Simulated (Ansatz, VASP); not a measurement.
**Mg in VASP and in Ansatz**

```
Mg
1.0
    -1.87840    1.87840    1.70487
     1.87840   -1.87840    1.70487
     1.87840    1.87840   -1.70487
Mg
1
Direct
  0.00000 0.00000 0.00000
```

Alike in both runs: task single point; functional PBE; k mesh 18 × 18 × 18; occupations gaussian, width 0.15 eV; no spin polarisation.

```csv
,VASP,Ansatz
version,VASP 6.6.1,Ansatz 0.2.0
potentials or method,"VASP PAW PBE potentials, release 64 (Mg)","scalar-relativistic, plane waves, PAW"
plane-wave cutoff (eV),520,520
valence electrons in the cell,2,10
```

VASP gave:

```
gap on the k mesh at the Fermi level (eV) : none
pressure (GPa)                            : -1.6
```

Problem. What did Ansatz give for the same quantities?

Solution. gap on the k mesh at the Fermi level (eV): none; pressure (GPa): -1.4.

A gap of «none» marks a metal or a gap that the smearing closes. The two sets of potentials don't hold the same shells in valence.
